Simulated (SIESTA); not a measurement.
## HfB2 under changes of volume

One of the cells (10.103 Å³/atom); the others are scaled copies at fixed shape and fractional positions:

```
CELL_PARAMETERS angstrom
3.16080 0.00000 0.00000
-1.58040 2.73733 0.00000
0.00000 0.00000 3.50305
ATOMIC_POSITIONS crystal
Hf 0.00000 0.00000 0.00000
B 0.66667 0.33333 0.50000
B 0.33333 0.66667 0.50000
```

| Property | Result |
| --- | --- |
| Program | SIESTA 5.4.2 |
| Functional | PBEsol |
| Potentials or basis | PseudoDojo 0.4 standard (PBEsol files) |
| Basis | DZP (energy shift 0.003 Ry; two zetas on semicore shells) |
| Grid cutoff | 800 Ry |
| Energy shift | 0.003 Ry |
| k mesh | 10 × 10 × 8 |
| Occupations | fermi-dirac, width 0.05 eV |
| Spin | no spin polarisation |

| volume (Å³/atom) | energy over the lowest point (meV/atom) | pressure (GPa) |
| --- | --- | --- |
| 9.311 | 20.71 | 14.8 |
| 9.509 | ? | ? |
| 9.707 | 0.00 | 2.5 |
| 10.103 | 6.94 | -7.7 |
| 10.301 | 19.21 | -12.0 |
| 10.499 | 36.57 | -16.0 |

Q: What does the run at 9.509 Å³/atom give?

A: Energy over the lowest point 6.56 meV/atom; pressure 8.3 GPa.

Worked out: A Birch-Murnaghan fit of order 3 (a polynomial in V^(-2/3)) to the other rows has its minimum at 9.79 Å³/atom with B0 = V·E''(V) = 264 GPa and B' = 3.9 at fixed shape and positions, which overstates the stiffness. It gives 6.54 meV/atom at 9.509 Å³/atom, against the run's 6.56, and -dE/dV = 8.3 GPa, against 8.3.

Energies are extrapolated to zero smearing.

Caveats: short orbitals over semicore shells can move pressures by several GPa; the basis of atomic orbitals isn't converged, which shifts pressures, moduli and gaps.
